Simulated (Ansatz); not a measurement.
A surface is cut from this relaxed crystal of VO2:

```cif
data_structure
_symmetry_space_group_name_H-M 'P 1'
_symmetry_Int_Tables_number 1
_cell_length_a 4.5361
_cell_length_b 4.5361
_cell_length_c 2.8023
_cell_angle_alpha 90.000
_cell_angle_beta 90.000
_cell_angle_gamma 90.000
_cell_volume 57.66
loop_
_atom_site_label
_atom_site_type_symbol
_atom_site_fract_x
_atom_site_fract_y
_atom_site_fract_z
_atom_site_occupancy
V1 V 0.00000 0.00000 0.00000 1
V2 V 0.50000 0.50000 0.50000 1
O1 O 0.29893 0.29893 0.00000 1
O2 O 0.20107 0.79893 0.50000 1
O3 O 0.70107 0.70107 0.00000 1
O4 O 0.79893 0.20107 0.50000 1
```

Miller indices refer to the conventional cell of P4_2/mnm (No. 136), a = 4.536 Å, b = 4.536 Å, c = 2.802 Å, α = 90.00°, β = 90.00°, γ = 90.00°.

The (100) slab of 18 planes, 12.7 Å thick with 15 Å of vacuum as cut; outer planes O (top) and V (bottom).

Computed with DFT PBEsol, scalar-relativistic, plane waves, PAW (Ansatz 0.2.0). Cutoff 420 eV; k points 12×8×1 on the computed 18-atom cell (Γ-centred); Gaussian smearing, width 0.10 eV; collinear spin. The cell repeats along c with a dipole correction in the vacuum.

The work function read from the bulk's Fermi level differs by 0.16 eV, so the slab's middle doesn't match the bulk reference (too thin, or relaxed to another structure or magnetic state). The slab's middle planes relax by over 3 % too, so it holds no bulk-like region.

With the atoms at the bulk's places:

- Surface energy (mean of both faces): 4.68 J/m²
- Work function: 8.46 eV (top), 3.75 eV (bottom)
- Dipole of the slab along +c, per cell: -0.33 e·Å
- Sequence of site moments over 0.05 μB in size, bottom to top: V 1.64, O -0.06, O -0.06, V 0.93, V 0.81, V 0.79, V 0.62, V 0.34, O -0.22, O -0.80 μB

Q: What changes when all atoms relax within this surface cell and its symmetry?

A: The energy falls by 2.079 J/m² a face, and the largest move is 0.46 Å.

For the relaxed slab, the surface energy (mean of both faces) is 2.60 J/m², the work function is 7.31 eV (top), 3.57 eV (bottom) and the dipole of the slab along +c, per cell is -0.26 e·Å. The sequence of site moments over 0.05 μB in size, bottom to top is V 1.26, O -0.07, V 0.99, V 0.85, V 0.71, V 0.28 μB.

```tsv
plane (bottom to top)	atoms	spacing to next, bulk (Å)	relaxed (Å)	change (%)
1	V	0.912	0.332	-63.6
2	O	0.444	0.740	+66.6
3	O	0.912	1.064	+16.6
4	V	0.912	0.676	-25.9
5	O	0.444	0.596	+34.2
6	O	0.912	0.977	+7.2
7	V	0.912	0.767	-15.9
8	O	0.444	0.541	+21.8
9	O	0.912	0.958	+5.1
10	V	0.912	0.772	-15.4
11	O	0.444	0.566	+27.6
12	O	0.912	1.054	+15.5
13	V	0.912	0.591	-35.2
14	O	0.444	0.684	+54.1
15	O	0.912	1.272	+39.4
16	V	0.912	0.425	-53.4
17	O	0.444	0.638	+43.7
18	O
```

Moments started parallel, and an antiferromagnetic order may lie lower. Semilocal functionals without U can misjudge the magnetic state of such a slab.